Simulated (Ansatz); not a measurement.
Problem. Name a neutral molecule of C, O and H with LUMO energy (ωB97M-V/def2-TZVPP) between 2.25 and 2.55 eV and HOMO–LUMO gap (PBE/def2-TZVPP) between 5.35 and 5.65 eV (Ansatz, PBE0-D4/def2-TZVP geometry).

Solution. `CC(=O)OC(C)C` (2.52 eV, 5.48 eV); `COC=O` (2.38 eV, 5.55 eV); `C#CCOC` (2.44 eV, 5.54 eV); `CCOC=O` (2.40 eV, 5.53 eV); `CCC(=O)O` (2.45 eV, 5.55 eV); `C=CCC1CO1` (2.34 eV, 5.37 eV). Other molecules can fit too; these were computed, each in one conformer that needn't be the lowest.
